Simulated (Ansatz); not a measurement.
# BN in 4 structures

4 cells of BN were relaxed with r2SCAN+rVV10 in Ansatz 0.2.0. The values are computed, spin-unpolarised, and not measurements.

database P-6m2 (4 atoms):
```cif
data_structure
_symmetry_space_group_name_H-M 'P-6m2'
_symmetry_Int_Tables_number 187
_cell_length_a 2.5002
_cell_length_b 2.5002
_cell_length_c 6.5053
_cell_angle_alpha 90.000
_cell_angle_beta 90.000
_cell_angle_gamma 120.000
_cell_volume 35.22
loop_
_atom_site_label
_atom_site_type_symbol
_atom_site_symmetry_multiplicity
_atom_site_Wyckoff_symbol
_atom_site_fract_x
_atom_site_fract_y
_atom_site_fract_z
_atom_site_occupancy
B1 B 1 b 0.00000 0.00000 0.50000 1
B2 B 1 c 0.33333 0.66667 0.00000 1
N1 N 1 a 0.00000 0.00000 0.00000 1
N2 N 1 f 0.66667 0.33333 0.50000 1
```

database P6_3/mmc (4 atoms):
```cif
data_structure
_symmetry_space_group_name_H-M 'P6_3/mmc'
_symmetry_Int_Tables_number 194
_cell_length_a 2.5006
_cell_length_b 2.5006
_cell_length_c 6.5236
_cell_angle_alpha 90.000
_cell_angle_beta 90.000
_cell_angle_gamma 120.000
_cell_volume 35.33
loop_
_atom_site_label
_atom_site_type_symbol
_atom_site_symmetry_multiplicity
_atom_site_Wyckoff_symbol
_atom_site_fract_x
_atom_site_fract_y
_atom_site_fract_z
_atom_site_occupancy
B1 B 2 c 0.33333 0.66667 0.25000 1
N1 N 2 d 0.33333 0.66667 0.75000 1
```

database R3m (2 atoms):
```cif
data_structure
_symmetry_space_group_name_H-M 'R3m:H'
_symmetry_Int_Tables_number 160
_cell_length_a 2.5002
_cell_length_b 2.5002
_cell_length_c 9.7600
_cell_angle_alpha 90.000
_cell_angle_beta 90.000
_cell_angle_gamma 120.000
_cell_volume 52.84
loop_
_atom_site_label
_atom_site_type_symbol
_atom_site_symmetry_multiplicity
_atom_site_Wyckoff_symbol
_atom_site_fract_x
_atom_site_fract_y
_atom_site_fract_z
_atom_site_occupancy
B1 B 3 a 0.66667 0.33333 0.33302 1
N1 N 3 a 0.00000 0.00000 0.33274 1
```

database Fmm2 (2 atoms):
```cif
data_structure
_symmetry_space_group_name_H-M 'Fmm2'
_symmetry_Int_Tables_number 42
_cell_length_a 2.5019
_cell_length_b 6.5857
_cell_length_c 4.3266
_cell_angle_alpha 90.000
_cell_angle_beta 90.000
_cell_angle_gamma 90.000
_cell_volume 71.29
loop_
_atom_site_label
_atom_site_type_symbol
_atom_site_symmetry_multiplicity
_atom_site_Wyckoff_symbol
_atom_site_fract_x
_atom_site_fract_y
_atom_site_fract_z
_atom_site_occupancy
B1 B 4 a 0.50000 0.00000 0.50011 1
N1 N 4 a 0.50000 0.00000 0.16659 1
```

Energies are counted from the lowest cell, each relaxed with the functional named (k spacing about 0.3 1/Å); gaps are on the r2SCAN+rVV10 cells (d direct, i indirect).
```csv
structure,space group,volume (Å³/atom),"E, r2SCAN+rVV10 (meV/atom)","E, PBE-D3(BJ) (meV/atom)","E, PBE-D4 (meV/atom)","gap, r2SCAN (eV)","gap, HSE06 (eV)","gap, PBE0 (eV)"
database P-6m2 (4 atoms),P-6m2,8.80,0,0,0,4.90 i (H → M),5.67 i (H → M),–
database P6_3/mmc (4 atoms),P6_3/mmc,8.83,1,0,0,4.76 i (K–Γ (0.09) → M),5.52 i (K–Γ (0.09) → M),6.26 i (K–Γ (0.09) → M)
database R3m (2 atoms),R3m,8.81,0,0,0,"4.65 i ((-0.010, 0.294, -0.323) → F)","5.40 i ((-0.010, 0.294, -0.323) → F)","6.14 i ((-0.010, 0.294, -0.323) → F)"
database Fmm2 (2 atoms),Fmm2,8.91,3,2,2,3.94 i (A₀–Z (0.33) → T),4.68 i (A₀–Z (0.33) → T),5.41 i (A₀–Z (0.33) → T)
```

With r2SCAN+rVV10 the two lowest, database R3m (2 atoms) and database P-6m2 (4 atoms), differ by 0 meV an atom, less than the 3 meV that these k meshes can be trusted to. Other structures, not computed here, could lie lower. With PBE-D3(BJ), PBE-D4 the lowest cells aren't resolved. The start from another database entry ended in the same structure as one of these cells.

Against database R3m (2 atoms) (HSE06 gap 5.40 eV): database P-6m2 (4 atoms) +0.27 eV at 0.0 % volume; database P6_3/mmc (4 atoms) +0.12 eV at +0.3 % volume; database Fmm2 (2 atoms) -0.72 eV at +1.2 % volume.

Where an edge lies off the special points, it is a point of the mesh or the k point where a search put PBE's edge or least direct gap, reused for the other functionals, whose own edges may lie a little apart.

Coordinates of k points refer to the reciprocal vectors of the primitive cell of the runs.

The meshes of the hybrids are coarse, so their gaps aren't converged to the digits shown.
